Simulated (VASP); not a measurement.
Wanted: the native input for a VASP 6.6.1 run.

* Task: relaxation of cell and atoms
* Functional: PBE
* Potentials or basis: VASP PAW PBE potentials, release 64 (Ga_d, N)
* Cutoff: 600 eV
* k mesh: 12 × 12 × 7
* Occupations: fermi-dirac, width 0.05 eV
* Spin: no spin polarisation
* Further INCAR settings: ALGO = Normal; EDIFF = 1e-06; IBRION = 2; EDIFFG = -0.01; NSW = 60; ISIF = 3

The structure of GaN lies in POSCAR:

```
GaN
1.0
    3.1800000000      0.0000000000      0.0000000000
   -1.5900000000      2.7539607840      0.0000000000
    0.0000000000      0.0000000000      5.1660000000
Ga N
2 2
Direct
    0.3333333333      0.6666666667      0.0000000000
    0.6666666667      0.3333333333      0.5000000000
    0.3333333333      0.6666666667      0.3750000000
    0.6666666667      0.3333333333      0.8750000000
```

These files were run (other wordings do the same):

INCAR

```
SYSTEM = GaN
PREC = Accurate
ENCUT = 600
EDIFF = 1E-6
ISMEAR = -1
SIGMA = 0.05
LREAL = .False.
LASPH = .True.
NELM = 80
ALGO = Normal
ISIF = 3
LWAVE = .False.
LCHARG = .False.
GGA = PE
IBRION = 2
NSW = 60
EDIFFG = -0.01
```

KPOINTS

```
Automatic mesh
0
Gamma
  12 12 7
  0 0 0
```

Potentials or basis: VASP PAW PBE potentials, release 64 (Ga_d, N).

The run is started by

```sh
$ cat potpaw_PBE.64/Ga_d/POTCAR potpaw_PBE.64/N/POTCAR > POTCAR
$ mpirun -np 1 vasp_std > vasp.out
```

It gave:

```json
{"Relaxed volume": "11.75 Å³/atom", "Relaxed cell": "a = 3.217 Å, b = 3.217 Å, c = 5.244 Å, α = 90.00°, β = 90.00°, γ = 120.00°", "Space group after relaxing (to 0.05 Å)": "P6_3mc (No. 186)", "Energy gained by relaxing": "10.1 meV/atom", "Ionic steps": "5", "Pressure after relaxing": "0.1 GPa", "Largest force after relaxing": "0.007 eV/Å", "Band gap on the k mesh": "1.72 eV, direct"}
```

Run time: 2.3 min on 1 thread of Intel(R) Xeon(R) 6975P-C (Granite Rapids), on a shared host, peak memory 0.23 GiB.
